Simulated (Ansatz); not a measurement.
The geometry is COD entry 9009086, unchecked; take it as a test cell.

Input and log of a run on TiO₂: DFT, PBE, all-electron LAPW, scalar-relativistic (Ansatz 0.2.0).

Command: `ansatz run input.yaml --threads 2 --pin off --max-ram 6144MiB --backend cpu --events-out ev --progress --plain --runs-dir out` The run took 3.2 min on 2 threads of Arm Neoverse V2 (shared host), peak memory 1.9 GiB.

```yaml
crystal:
  lattice:
    - [-1.8925, 1.8925, 4.757]
    - [1.8925, -1.8925, 4.757]
    - [1.8925, 1.8925, -4.757]
  atoms:
    - { symbol: Ti, position: [0.0, 0.0, 0.0] }
    - { symbol: Ti, position: [0.75, 0.25, 0.5] }
    - { symbol: O, position: [0.2066, 0.2066, 0.0] }
    - { symbol: O, position: [0.9566, 0.4566, 0.5] }
    - { symbol: O, position: [0.5434, 0.0434, 0.5] }
    - { symbol: O, position: [0.7934, 0.7934, 0.0] }
kpoints:
  mp_grid: { grid: [13, 13, 13] }
  band_path:
    path:
      - [0.0, 0.0, 0.0]
      - [0.0, 0.0, 0.5]
      - [0.25, 0.25, 0.25]
      - [0.0, 0.5, 0.0]
      - [0.0, 0.0, 0.0]
      - [0.5, 0.5, -0.5]
      - [0.289568126, 0.710431874, -0.289568126]
      - [-0.289568126, 0.289568126, 0.289568126]
      - [0.0, 0.0, 0.0]
    npoints: 14
scf:
  occupations: { method: fermi_dirac, width: 0.08 }
hamiltonian:
  xc: pbe
  pseudopotentials: { kind: all_electron, lapw: { basis_error: 0.001 } }
output:
  forces: true
  stress: true
  eigenvalues: true
  populations: true
  dos: { projected: true, de: 0.2, e_range: [-14, 8] }
```

What the program printed:

```
Ti: projections on atomic orbitals take those of the free atom 1s2 2s2 2p6 3s2 3p6 3d2 4s2, of charge +0.00 (hamiltonian.pseudopotentials.projection_atoms)
O: projections on atomic orbitals take those of the free atom 1s2 2s2 2p4, of charge +0.00 (hamiltonian.pseudopotentials.projection_atoms)
LAPW: plane waves up to 10.419 Å⁻¹, error target 1.0e-3 eV per atom; small_component_spin mean_spin; O in spheres of 0.902 Å, 8 of its electrons in bands, Dirac shells []; Ti in spheres of 1.035 Å, 20 of its electrons in bands, Dirac shells []
Engine: ansatz 0.2.0
Pseudopotentials: kind: all_electron
Pseudopotential: Ti, LAPW, valence charge 20, Koelling and Harmon's equation, gaussian nucleus
Pseudopotential: O, LAPW, valence charge 8, Koelling and Harmon's equation, gaussian nucleus
Functional definition: PBE
  parameter kappa = 0.804
  parameter beta = 0.06672455060314922
  exchange = pbe_x(kappa = kappa, mu = beta*pi^2/3)
  correlation = pbe_c(beta = beta)
Crystal: 6 atoms, lattice volume = 68.150 Å³
Basis set: ecut = 413.63215783888745 eV, 1283 PW (Γ), FFT grids on a1+a3, a2+a3, a3, exchange–correlation at level 2
Bands: 44, of which v1, the nominal top of the filled ones, is band 36 counted from 1 (35 counted from 0)
Symmetry: 16 space group operations
Space group: I41/amd (ITA 141), of the structure as read, at distance tolerance 4.1e-5 Å
k-points: 196 of 2197
Non-local potential: Ti, projectors of the file, none
Non-local potential: O, projectors of the file, none
Initial density: superposition of atomic densities (chi_scale 0.1, normalization cell, long waves kept (reshape's long-wave potential 0.00 eV rms))
Initial wavefunctions: plane waves of lowest kinetic energy (no species holds an atomic orbital)
Functional: x = pbe(κ = 0.804, μ = 0.2195149727645171), c = pbe(β = 0.06672455060314922)
iter 1 solved again at ethr=2.77e-2 eV; its pass at ethr=1.00e-1 eV (dr2=1.99e1 eV) is discarded
SCF iter   1: F=—  HF=-54678.165852 eV  |F-HF|=—  |Δ(HF+E_count)|=         —  Δρ=1.66e-1  dr2=1.99e1  ethr=2.77e-2  ⟨swp⟩=2.0  Hψ=55827  notcnv=0
preconditioner: auto → Resta (q_TF=auto, 2.753 Å⁻¹)  ε∞=3.3  [insulator: Δε(μ)=6.374 eV  Ē_g=19.792 eV  σ=0.080 eV  W_gap=1.00  n_scr=32 (ndim 8)  ℏωp=29.8 eV  f_vac=0.040  D(μ)=0.00/eV (n_scr^D=0)  ε∞_Penn≈3.3]
SCF iter   2: F=—  HF=-54672.361234 eV  |F-HF|=—  |Δ(HF+E_count)|=    5.80e0  Δρ=1.13e-1  dr2=1.06e1  ethr=2.77e-2  ⟨swp⟩=3.0  Hψ=27737  notcnv=0
preconditioner: auto → Kerker (q_TF=auto, 2.753 Å⁻¹)  [metal: Δε(μ)=0.074 eV  Ē_g=8.680 eV  σ=0.080 eV  W_gap=0.22  n_scr=32 (ndim 8)  ℏωp=25.4 eV  f_vac=0.092  D(μ)=0.31/eV (n_scr^D=0)]
SCF iter   3: F=—  HF=-54669.150279 eV  |F-HF|=—  |Δ(HF+E_count)|=    3.21e0  Δρ=6.02e-2  dr2=2.75e0  ethr=1.47e-2  ⟨swp⟩=3.0  Hψ=26404  notcnv=0
SCF iter   4: F=—  HF=-54668.525984 eV  |F-HF|=—  |Δ(HF+E_count)|=   6.24e-1  Δρ=1.91e-2  dr2=3.18e-1  ethr=3.81e-3  ⟨swp⟩=2.0  Hψ=28031  notcnv=0
SCF iter   5: F=—  HF=-54668.656501 eV  |F-HF|=—  |Δ(HF+E_count)|=         —  Δρ=1.82e-2  dr2=3.10e-1  ethr=4.42e-4  ⟨swp⟩=2.0  Hψ=28028  notcnv=0
the basis was enlarged: its passes take 416.1 KiB over the memory plan, 2 of 2 planned eigensolver slots
SCF iter   6: F=—  HF=-54668.564716 eV  |F-HF|=—  |Δ(HF+E_count)|=   9.18e-2  Δρ=6.55e-3  dr2=4.70e-2  ethr=4.30e-4  ⟨swp⟩=2.0  Hψ=27162  notcnv=0
SCF iter   7: F=—  HF=-54668.559442 eV  |F-HF|=—  |Δ(HF+E_count)|=   5.27e-3  Δρ=2.39e-3  dr2=7.44e-3  ethr=6.53e-5  ⟨swp⟩=2.0  Hψ=26460  notcnv=0
SCF iter   8: F=—  HF=-54668.559997 eV  |F-HF|=—  |Δ(HF+E_count)|=   5.55e-4  Δρ=9.75e-4  dr2=1.04e-3  ethr=1.03e-5  ⟨swp⟩=3.0  Hψ=26939  notcnv=0
SCF iter   9: F=—  HF=-54668.559886 eV  |F-HF|=—  |Δ(HF+E_count)|=   1.10e-4  Δρ=4.46e-4  dr2=1.86e-4  ethr=1.45e-6  ⟨swp⟩=2.1  Hψ=26523  notcnv=0
iter 10 solved again at ethr=3.55e-9 eV; its pass at ethr=2.58e-7 eV (dr2=2.56e-6 eV) is discarded
SCF iter  10: F=—  HF=-54668.559830 eV  |F-HF|=—  |Δ(HF+E_count)|=   5.61e-5  Δρ=5.36e-5  dr2=2.53e-6  ethr=3.55e-9  ⟨swp⟩=2.0  Hψ=43936  notcnv=0
SCF iter  11: F=—  HF=-54668.559821 eV  |F-HF|=—  |Δ(HF+E_count)|=   9.44e-6  Δρ=1.67e-5  dr2=2.06e-7  ethr=3.51e-9  ⟨swp⟩=3.0  Hψ=27285  notcnv=0
SCF iter  12: F=-54668.559821 eV  HF=-54668.559821 eV  |F-HF|=2.30e-8  |Δ(HF+E_count)|=   1.24e-7  Δρ=5.60e-6  dr2=1.98e-8  ethr=2.87e-10  ⟨swp⟩=3.0  Hψ=27956  notcnv=0
SCF 1 converged in 12 iterations: F = -54668.559821 eV  dr2 = 1.98e-8
NSCF: frozen V_eff on 113 k-points
SCF converged after 12 iterations
Free energy (F): -54668.559821 eV
Harris-Foulkes:  -54668.559821 eV  (|F-HF|=2.30e-8)
Internal energy: -54668.559821 eV  (E = F + TS)
E sigma→0 (E₀):  -54668.559821 eV
Entropy (-TS):   -0.000000 eV (-0.000 meV/atom)
Fermi energy:    8.726445 eV
--- Per-component energies (eV) ---
  E_band       = -11676.406647
  E_kinetic    = 55111.428237
  E_xc         = -3227.527615
  E_electrostatic = -106552.460443  (all electrons and nuclei)
  E_smearing   = -0.000000  (= −TS)
  E_closure    = 0.000000  (closes the sum)
  E_atoms      = -54616.856114  (free atoms, spherical and without spin; not in F)
  Σ components = -54668.559821   (vs F -54668.559821, Δ=0.00e0)
  Basis errors (estimates in eV, not in F): energy 4.5e-4 per atom: plane waves 4.1e-4 (2.4e-4 summed), levels above the bands 5.7e-26, relativity 4.4e-8, radial functions 4.5e-5, core shells 1.3e-13; eigenvalues (radial functions only) 1.9e-6; not estimated: angular momenta, meshes, grids; target (lapw.basis_error) 1.0e-3; muffin-tin radii O 0.902 Å, Ti 1.035 Å
--- Forces (eV/Å), atoms counted from 1 ---
  atom   1  Ti    -0.00000000     0.00000000    -0.00000000
  atom   2  Ti     0.00000000    -0.00000000     0.00000000
  atom   3  O     -0.00000000     0.00000000     0.33895962
  atom   4  O      0.00000000     0.00000000     0.33895962
  atom   5  O      0.00000000     0.00000000    -0.33895962
  atom   6  O     -0.00000000     0.00000000    -0.33895962
  max |Σ_I F_I| component: 5.55e-17 eV/Å
--- Stress (GPa, compression-positive) ---
        4.608047       0.000000       0.000000
        0.000000       4.608047      -0.000000
        0.000000      -0.000000       8.648063
  P = ⅓ Tr σ = 5.9547 GPa (59.547 kbar)
--- Band table (eV; the first three rows and the last of 196) ---
  k-point 0: bands = ["-523.4514", "-523.4514", "-496.3740", "-496.3740", "-496.3740", "-496.3740", "-430.6789", "-430.6789", "-430.6774", "-430.6774", "-430.6774", "-430.6774", "-48.7425", "-48.6808", "-25.2371", "-24.9864", "-24.9864", "-24.9130", "-24.9130", "-24.8310", "-10.0997", "-9.0557", "-8.9224", "-8.5628", "3.5679", "3.6846", "3.6846", "4.1818", "5.4761", "5.4761", "5.5148", "6.8056", "6.8360", "6.8360", "7.1049", "7.1049", "9.7079", "10.4549", "11.6602", "11.6602", "11.6628", "11.6628", "12.6398", "12.9210"]
  k-point 1: bands = ["-523.4514", "-523.4514", "-496.3740", "-496.3740", "-496.3740", "-496.3740", "-430.6789", "-430.6789", "-430.6774", "-430.6774", "-430.6774", "-430.6774", "-48.7414", "-48.6815", "-25.2364", "-24.9980", "-24.9900", "-24.9192", "-24.9130", "-24.8284", "-10.0430", "-9.0216", "-8.8983", "-8.5467", "3.5588", "3.5607", "3.6197", "4.1840", "5.3597", "5.5454", "5.5863", "6.6835", "6.7109", "6.8067", "6.8209", "7.1865", "9.9747", "10.4963", "11.3688", "11.5118", "11.5618", "11.6267", "12.9902", "13.0615"]
  k-point 2: bands = ["-523.4514", "-523.4514", "-496.3740", "-496.3740", "-496.3740", "-496.3740", "-430.6789", "-430.6789", "-430.6774", "-430.6774", "-430.6774", "-430.6774", "-48.7380", "-48.6834", "-25.2343", "-25.0281", "-24.9999", "-24.9363", "-24.9123", "-24.8240", "-9.8811", "-8.9291", "-8.8298", "-8.5028", "3.2883", "3.4577", "3.5299", "4.2172", "5.0792", "5.6036", "5.6847", "6.1679", "6.3421", "6.4057", "6.9073", "7.3045", "10.5392", "10.5496", "10.9422", "11.3637", "11.3698", "11.6509", "13.2327", "13.6510"]
  k-point 195: bands = ["-523.4514", "-523.4514", "-496.3740", "-496.3740", "-496.3740", "-496.3740", "-430.6789", "-430.6789", "-430.6774", "-430.6774", "-430.6774", "-430.6774", "-48.7121", "-48.7112", "-25.0559", "-25.0410", "-25.0098", "-24.9983", "-24.8889", "-24.8884", "-9.4973", "-9.4634", "-8.8424", "-8.8222", "3.6001", "3.7745", "3.8849", "3.9241", "5.3965", "5.4695", "6.2119", "6.2726", "6.3233", "6.3859", "7.3600", "7.3802", "10.1073", "10.1953", "11.3072", "11.3856", "11.6536", "11.9655", "12.6074", "12.8266"]
--- Löwdin populations: 6 sites ---
  site symbol       q [e]
     0     Ti     20.6132
     1     Ti     20.6132
     2      O      8.6580
     3      O      8.6580
     4      O      8.6580
     5      O      8.6580
  spilling = 0.001863 (of n_electrons = 76.000000)
```
